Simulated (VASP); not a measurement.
# Mg (P6/mmm) in VASP: further runs

Runs on Mg. Level: r2SCAN. Tasks: single point.

Program: VASP 6.6.1. These are calculated values, not measurements. Logs are shortened: lines on timing, memory, paths and dates and some standing lists are left out, and cuts for length are marked.

## 1. Starting point

It takes space group P6/mmm (No. 191, hexagonal). Conventional cell: a = 3.050 Å, b = 3.050 Å, c = 3.045 Å, α = 90.00°, β = 90.00°, γ = 120.00°. Around Mg (site symmetry 6/mmm) lie 8 Mg at 3.04 to 3.05 Å.

This isn't the form of Mg at room conditions, which is hcp.

## 2. Single point, r2SCAN

INCAR

```
ADDGRID = False
ALGO = Normal
EDIFF = 0.01
ENCUT = 400
ISIF = 2
ISMEAR = 1
LASPH = True
LCHARG = False
LMIXTAU = True
LREAL = False
LWAVE = False
METAGGA = R2SCAN
NELM = 100
PREC = Accurate
SIGMA = 0.2
```

KPOINTS

```
k-points
0
Gamma
  11 11 9
```

POSCAR

```
Mg
1.0
    3.0502998005      0.0000000000      0.0000000000
   -1.5251499003      2.6416371164      0.0000000000
    0.0000000000      0.0000000000      3.0448375700
Mg
1
Direct
    0.0000000000      0.0000000000      0.0000000000
```

Potentials or basis: VASP PAW PBE potentials, release 64 (Mg).

Started as:

```console
> cat potpaw_PBE.64/Mg/POTCAR > POTCAR
> mpirun -np 1 vasp_std > vasp.out
```

OUTCAR:

```text
EDIFF = 0.01
   ENCUT = 400
   ISIF = 2
   ISMEAR = 1
   LASPH = True
   LREAL = False
   METAGGA = R2SCAN
   NELM = 100
   PREC = Accurate

 Found     80 irreducible k-points:

 Following reciprocal coordinates:
            Coordinates               Weight
  0.000000  0.000000  0.000000      1.000000
  0.090909  0.000000  0.000000      6.000000
  0.181818  0.000000  0.000000      6.000000
  0.272727  0.000000  0.000000      6.000000
  0.363636  0.000000  0.000000      6.000000
  0.454545  0.000000  0.000000      6.000000
   k-points           NKPTS =     80   k-points in BZ     NKDIM =     80   number of bands    NBANDS=      5
   number of dos      NEDOS =    301   number of ions     NIONS =      1
   total plane-waves  NPLWV =   8000
   dimension x,y,z NGX =    20 NGY =   20 NGZ =   20
   dimension x,y,z NGXF=    40 NGYF=   40 NGZF=   40
   ions per type =               1
   NGX,Y,Z   is equivalent  to a cutoff of  10.90, 10.90, 10.92 a.u.
   NGXF,Y,Z  is equivalent  to a cutoff of  21.80, 21.80, 21.84 a.u.
 SYSTEM =  unknown system
   PREC   = accura    normal or accurate (medium, high low for compatibility)
   ISTART =      0    job   : 0-new  1-cont  2-samecut
   ICHARG =      2    charge: 1-file 2-atom 10-const
   ISPIN  =      1    spin polarized calculation?
   LNONCOLLINEAR =      F non collinear calculations
   LSORBIT =      F    spin-orbit coupling
   LASPH  =      T    aspherical Exc in radial PAW
   ENCUT  =  400.0 eV  29.40 Ry    5.42 a.u.   4.97  4.97  4.97*2*pi/ulx,y,z
   NELM   =    100;   NELMIN=  2; NELMDL= -5     # of ELM steps
   EDIFF  = 0.1E-01   stopping-criterion for ELM
   LREAL  =      F    real-space projection
   EDIFFG = 0.1E+00   stopping-criterion for IOM
   NSW    =      0    number of steps for IOM
   IBRION =     -1    ionic relax: 0-MD 1-quasi-New 2-CG
   NFREE  =      0    steps in history (QN), initial steepest desc. (CG)
   ISIF   =      2    stress and relaxation
   ISYM   =      2    0-nonsym 1-usesym 2-fastsym
   POTIM  = 0.5000    time-step for ionic-motion
   TEBEG  =    0.0;   TEEND  =   0.0 temperature during run
   PSTRESS=    0.0 pullay stress
   NELECT =       2.0000    total number of electrons
   NUPDOWN=      -1.0000    fix difference up-down
   EMIN   =  10.00;   EMAX   =-10.00  energy-range for DOS
   EFERMI =   0.00;   METHOD = LEGACY
   ISMEAR =     1;   SIGMA  =   0.20  broadening in eV -4-tet -1-fermi 0-gaus
   EFERMI_NEDOS =   21; number of points for ismear=-14 and -15
   IALGO  =     38    algorithm
   IMIX   =      4    mixing-type and parameters
     AMIX     =   0.40;   BMIX     =  1.00
     AMIX_MAG =   1.60;   BMIX_MAG =  1.00
  volume/ion in A,a.u.               =      24.53       165.57
  Fermi-wavevector in a.u.,A,eV,Ry     =   0.709836  1.341396  6.855535  0.503868
  Thomas-Fermi vector in A             =   1.796524
   LORBIT       =      0    0 simple, 1 ext, 2 COOP (PROOUT), +10 PAW based schemes
   METAGGA = R2SCAN    functional components
   LHFCALC =     F    Hartree Fock is set to
   AEXX    =    0.0000 exact exchange contribution
   IVDW    =     0    specifies the selected vdW correction
   LEPSILON=     F    determine dielectric tensor
   LRPA    =     F    only Hartree local field effects (RPA)
 non-spin polarized calculation
 Methfessel and Paxton  Order N= 1 SIGMA  =   0.20
  energy-cutoff  :      400.00
  volume of cell :       24.53
 maximum number of plane-waves:       456
 NGX is ok and might be reduce to    20

 number of electron       2.0000000 magnetization

 Free energy of the ion-electron system (eV)
  ---------------------------------------------------
  ext. energy  EPLUGINS =         0.00000000
  ---------------------------------------------------
  free energy    TOTEN  =        -3.86456764 eV

  energy without entropy =       -3.86493422  energy(sigma->0) =       -3.86468984

 E-fermi :   2.2674     XC(G=0):  -8.8459

 val. band max:        2.1397521794   @ k =   0.3636   0.1818   0.3333
 cond. band min:       2.2765181597   @ k =   0.3636   0.2727   0.0000
 fundamental gap:      0.1367659803
 Fermi energy:         2.2674148497

 k-point     1 :       0.0000    0.0000    0.0000
  band No.  band energies     occupation
      1      -4.8536      2.00000
      2      10.8353      0.00000
      3      11.7312      0.00000
      4      15.7328      0.00000
      5      15.7333      0.00000

 k-point     2 :       0.0909    0.0000    0.0000
  band No.  band energies     occupation
      1      -4.6622      2.00000
      2      10.7890      0.00000
      3      11.8907      0.00000
      4      13.3365      0.00000
      5      14.6958      0.00000

 k-point     3 :       0.1818    0.0000    0.0000
  band No.  band energies     occupation
      1      -4.0902      2.00000
      2       9.5221      0.00000
      3      11.6067      0.00000
      4      12.3695      0.00000
      5      13.4863      0.00000

 k-point     4 :       0.2727    0.0000    0.0000
  band No.  band energies     occupation
      1      -3.1443      2.00000
      2       6.8071      0.00000
      3      11.4431      0.00000
      4      12.5561      0.00000
      5      13.1681      0.00000

 k-point     5 :       0.3636    0.0000    0.0000
  band No.  band energies     occupation
      1      -1.8371      2.00000
      2       4.2064     -0.00000
      3      11.2894      0.00000
      4      11.9329      0.00000
      5      14.2813      0.00000

 k-point     6 :       0.4545    0.0000    0.0000
  band No.  band energies     occupation
      1      -0.2074      2.00000
      2       1.9193      2.03364
      3      11.1528      0.00000
      4      11.6209      0.00000
      5      15.6457      0.00000

 [... further k-points ...]
[... 5 lines left out ...]
  --------------------------------------------------------------------------------------
  -------------------------------------------------------------------------------------
  Total       -0.1228497     -0.1228497     -0.2381003      0.0000000     -0.0000000      0.0000000
  in kB       -8.0224103     -8.0224103    -15.5485767      0.0000000     -0.0000000      0.0000000
  external PRESSURE =     -10.5311324 kB  Pullay stress =       0.0000000 kB

 VOLUME and BASIS-vectors are now :
 -----------------------------------------------------------------------------
  energy-cutoff  :      400.00
  volume of cell :       24.53
      direct lattice vectors                 reciprocal lattice vectors
     3.050299800  0.000000000  0.000000000     0.327836628  0.189276565  0.000000000
    -1.525149900  2.641637116  0.000000000     0.000000000  0.378553130  0.000000000
     0.000000000  0.000000000  3.044837570     0.000000000  0.000000000  0.328424744

 POSITION                                       TOTAL-FORCE (eV/Angst)
 -----------------------------------------------------------------------------------
      0.00000      0.00000      0.00000         0.000000      0.000000      0.000000
 -----------------------------------------------------------------------------------
    total drift:                               -0.000000      0.000000      0.000000

  FREE ENERGIE OF THE ION-ELECTRON SYSTEM (eV)
  ---------------------------------------------------
  free  energy   TOTEN  =        -3.8645676418 eV

  energy  without entropy=       -3.8649342219  energy(sigma->0) =       -3.86468984
```

Wall time 7 s (1 thread of Intel Xeon 6975P-C (Granite Rapids), shared host); peak memory 0.13 GiB.

The run converged, but some of its settings lie outside the range that counts as converged, so its numbers aren't taken as properties of the crystal.

What came out:

| Item | Value |
| --- | --- |
| Free energy | -3.8646 eV |
| Pressure | -1.1 GPa |
| Band gap on the k mesh | none (metal or under the smearing width) |

Caveat: the PAW data sets were made with another functional, which shifts forces and pressure a little.

## 3. Single point, r2SCAN

This run uses another cell than the first one, of the same volume but with other edges.

INCAR is that of step 2.

KPOINTS is that of step 2.

POSCAR

```
Mg
1.0
    3.1430880000     -0.0084060000     -0.0278050000
   -1.5788240000      2.6046760000      0.0276970000
   -0.0277550000      0.0158990000      3.0020770000
Mg
1
Direct
   -0.0144770000      0.0117080000      0.0082640000
```

Potentials or basis: VASP PAW PBE potentials, release 64 (Mg).

Started as:

```console
> cat potpaw_PBE.64/Mg/POTCAR > POTCAR
> mpirun -np 1 vasp_std > vasp.out
```

OUTCAR:

```text
EDIFF = 0.01
   ENCUT = 400
   ISIF = 2
   ISMEAR = 1
   LASPH = True
   LREAL = False
   METAGGA = R2SCAN
   NELM = 100
   PREC = Accurate

 Found    545 irreducible k-points:

 Following reciprocal coordinates:
            Coordinates               Weight
  0.000000  0.000000  0.000000      1.000000
  0.090909  0.000000 -0.000000      2.000000
  0.181818  0.000000 -0.000000      2.000000
  0.272727  0.000000  0.000000      2.000000
  0.363636  0.000000 -0.000000      2.000000
  0.454545  0.000000  0.000000      2.000000
   k-points           NKPTS =    545   k-points in BZ     NKDIM =    545   number of bands    NBANDS=      5
   number of dos      NEDOS =    301   number of ions     NIONS =      1
   total plane-waves  NPLWV =   9600
   dimension x,y,z NGX =    24 NGY =   20 NGZ =   20
   dimension x,y,z NGXF=    48 NGYF=   40 NGZF=   40
   ions per type =               1
   NGX,Y,Z   is equivalent  to a cutoff of  12.69, 10.92, 11.07 a.u.
   NGXF,Y,Z  is equivalent  to a cutoff of  25.39, 21.83, 22.15 a.u.
 SYSTEM =  unknown system
   PREC   = accura    normal or accurate (medium, high low for compatibility)
   ISTART =      0    job   : 0-new  1-cont  2-samecut
   ICHARG =      2    charge: 1-file 2-atom 10-const
   ISPIN  =      1    spin polarized calculation?
   LNONCOLLINEAR =      F non collinear calculations
   LSORBIT =      F    spin-orbit coupling
   LASPH  =      T    aspherical Exc in radial PAW
   ENCUT  =  400.0 eV  29.40 Ry    5.42 a.u.   5.13  4.97  4.90*2*pi/ulx,y,z
   NELM   =    100;   NELMIN=  2; NELMDL= -5     # of ELM steps
   EDIFF  = 0.1E-01   stopping-criterion for ELM
   LREAL  =      F    real-space projection
   EDIFFG = 0.1E+00   stopping-criterion for IOM
   NSW    =      0    number of steps for IOM
   IBRION =     -1    ionic relax: 0-MD 1-quasi-New 2-CG
   NFREE  =      0    steps in history (QN), initial steepest desc. (CG)
   ISIF   =      2    stress and relaxation
   ISYM   =      2    0-nonsym 1-usesym 2-fastsym
   POTIM  = 0.5000    time-step for ionic-motion
   TEBEG  =    0.0;   TEEND  =   0.0 temperature during run
   PSTRESS=    0.0 pullay stress
   NELECT =       2.0000    total number of electrons
   NUPDOWN=      -1.0000    fix difference up-down
   EMIN   =  10.00;   EMAX   =-10.00  energy-range for DOS
   EFERMI =   0.00;   METHOD = LEGACY
   ISMEAR =     1;   SIGMA  =   0.20  broadening in eV -4-tet -1-fermi 0-gaus
   EFERMI_NEDOS =   21; number of points for ismear=-14 and -15
   IALGO  =     38    algorithm
   IMIX   =      4    mixing-type and parameters
     AMIX     =   0.40;   BMIX     =  1.00
     AMIX_MAG =   1.60;   BMIX_MAG =  1.00
  volume/ion in A,a.u.               =      24.53       165.57
  Fermi-wavevector in a.u.,A,eV,Ry     =   0.709836  1.341396  6.855535  0.503868
  Thomas-Fermi vector in A             =   1.796524
   LORBIT       =      0    0 simple, 1 ext, 2 COOP (PROOUT), +10 PAW based schemes
   METAGGA = R2SCAN    functional components
   LHFCALC =     F    Hartree Fock is set to
   AEXX    =    0.0000 exact exchange contribution
   IVDW    =     0    specifies the selected vdW correction
   LEPSILON=     F    determine dielectric tensor
   LRPA    =     F    only Hartree local field effects (RPA)
 non-spin polarized calculation
 Methfessel and Paxton  Order N= 1 SIGMA  =   0.20
  energy-cutoff  :      400.00
  volume of cell :       24.53
 maximum number of plane-waves:       456
 NGX is ok and might be reduce to    24

 number of electron       2.0000000 magnetization

 Free energy of the ion-electron system (eV)
  ---------------------------------------------------
  ext. energy  EPLUGINS =         0.00000000
  ---------------------------------------------------
  free energy    TOTEN  =        -3.86348943 eV

  energy without entropy =       -3.86232354  energy(sigma->0) =       -3.86310080

 E-fermi :   2.2684     XC(G=0):  -8.8562

 val. band max:        2.2655161742   @ k =  -0.4545  -0.4545   0.3333
 cond. band min:       2.2685729270   @ k =   0.3636   0.1818   0.1111
 fundamental gap:      0.0030567528
 Fermi energy:         2.2683811235

 k-point     1 :       0.0000    0.0000    0.0000
  band No.  band energies     occupation
      1      -4.8567      2.00000
      2      11.1053      0.00000
      3      12.2546      0.00000
      4      14.9227      0.00000
      5      16.1575      0.00000

 k-point     2 :       0.0909    0.0000   -0.0000
  band No.  band energies     occupation
      1      -4.6710      2.00000
      2      10.9577      0.00000
      3      12.4091      0.00000
      4      12.8831      0.00000
      5      14.7075      0.00000

 k-point     3 :       0.1818    0.0000   -0.0000
  band No.  band energies     occupation
      1      -4.1160      2.00000
      2       9.1893      0.00000
      3      11.6937      0.00000
      4      12.8729      0.00000
      5      13.5580      0.00000

 k-point     4 :       0.2727    0.0000    0.0000
  band No.  band energies     occupation
      1      -3.1977      2.00000
      2       6.4754      0.00000
      3      11.5186      0.00000
      4      12.6891      0.00000
      5      13.6434      0.00000

 k-point     5 :       0.3636    0.0000   -0.0000
  band No.  band energies     occupation
      1      -1.9272      2.00000
      2       3.9367     -0.00000
      3      11.3409      0.00000
      4      12.0720      0.00000
      5      14.7158      0.00000

 k-point     6 :       0.4545    0.0000    0.0000
  band No.  band energies     occupation
      1      -0.3355      2.00000
      2       1.7028      2.00047
      3      11.2290      0.00000
      4      11.7297      0.00000
      5      16.0396      0.00000

 [... further k-points ...]
[... 5 lines left out ...]
  --------------------------------------------------------------------------------------
  -------------------------------------------------------------------------------------
  Total       -0.2658540     -0.1274576     -0.0232802      0.0165483      0.0504484     -0.0657390
  in kB      -17.3609693     -8.3233175     -1.5202583      1.0806478      3.2944151     -4.2929320
  external PRESSURE =      -9.0681817 kB  Pullay stress =       0.0000000 kB

 VOLUME and BASIS-vectors are now :
 -----------------------------------------------------------------------------
  energy-cutoff  :      400.00
  volume of cell :       24.53
      direct lattice vectors                 reciprocal lattice vectors
     3.143088000 -0.008406000 -0.027805000     0.318692044  0.193154686  0.001923445
    -1.578824000  2.604676000  0.027697000     0.001010546  0.384559010 -0.002027282
    -0.027755000  0.015899000  3.002077000     0.002942377 -0.001758937  0.333139234

 POSITION                                       TOTAL-FORCE (eV/Angst)
 -----------------------------------------------------------------------------------
      3.07887      0.02234     -0.00227         0.000000      0.000000      0.000000
 -----------------------------------------------------------------------------------
    total drift:                               -0.000322      0.000023      0.000247

  FREE ENERGIE OF THE ION-ELECTRON SYSTEM (eV)
  ---------------------------------------------------
  free  energy   TOTEN  =        -3.8634894325 eV

  energy  without entropy=       -3.8623235435  energy(sigma->0) =       -3.86310080
```

OSZICAR:

```text
N       E                     dE             d eps       ncg     rms          rms(c)
DAV:   1    -0.327456693691E+01   -0.32746E+01   -0.64772E+02  6090   0.211E+02
DAV:   2    -0.392614709348E+01   -0.65158E+00   -0.60509E+00  7225   0.140E+01
DAV:   3    -0.393002933162E+01   -0.38822E-02   -0.38798E-02  6960   0.125E+00
DAV:   4    -0.393004330000E+01   -0.13968E-04   -0.13968E-04  7090   0.583E-02
DAV:   5    -0.393004349072E+01   -0.19072E-06   -0.19081E-06  3950   0.404E-03    0.626E-01
DAV:   6    -0.384057227332E+01    0.89471E-01   -0.39488E-02  6345   0.128E+00    0.457E-01
DAV:   7    -0.397581351217E+01   -0.13524E+00   -0.17829E-02  5490   0.104E+00    0.165E-01
DAV:   8    -0.386332856470E+01    0.11248E+00   -0.49587E-02  5600   0.932E-01    0.680E-02
DAV:   9    -0.386348943245E+01   -0.16087E-03   -0.98331E-04  2760   0.245E-01
   1 F= -.38634894E+01 E0= -.38631008E+01  d E =-.116589E-02
```

Run time: 27 s. Hardware: 1 thread of Intel Xeon 6975P-C (Granite Rapids), shared host; peak memory 0.17 GiB.

These settings aren't checked as converged: the numbers below hold their error.

Results:

```yaml
Free_energy: -3.8635 eV
Pressure: -0.9 GPa
Band_gap_on_the_k_mesh: none (metal or under the smearing width)
```

Caveat: the PAW data sets were made with another functional, which shifts forces and pressure a little.

## 4. Single point, r2SCAN

Changes to INCAR since step 3:

```diff
@@ -2,3 +2,3 @@
 ALGO = Normal
-EDIFF = 0.01
+EDIFF = 0.001
 ENCUT = 400
```

KPOINTS is that of step 3.

POSCAR

```
Mg
1.0
    3.0502998005      0.0000000000      0.0000000000
   -1.5251499003      2.6416371164      0.0000000000
    0.0000000000      0.0000000000      3.0448375700
Mg
1
Direct
    0.0000000000      0.0000000000      0.0000000000
```

Started as:

```console
> cat potpaw_PBE.64/Mg/POTCAR > POTCAR
> mpirun -np 1 vasp_std > vasp.out
```

Run time: 9.1 s. Hardware: 1 thread of Intel Xeon 6975P-C (Granite Rapids), shared host; peak memory 0.13 GiB.

The run converged, but some of its settings lie outside the range that counts as converged, so its numbers aren't taken as properties of the crystal.

Results:

- Free energy: -3.8652 eV
- Pressure: 0.3 GPa
- Band gap on the k mesh: none (metal or under the smearing width)

Caveat: the PAW data sets were made with another functional, which shifts forces and pressure a little.

[end of part 1 of 2]
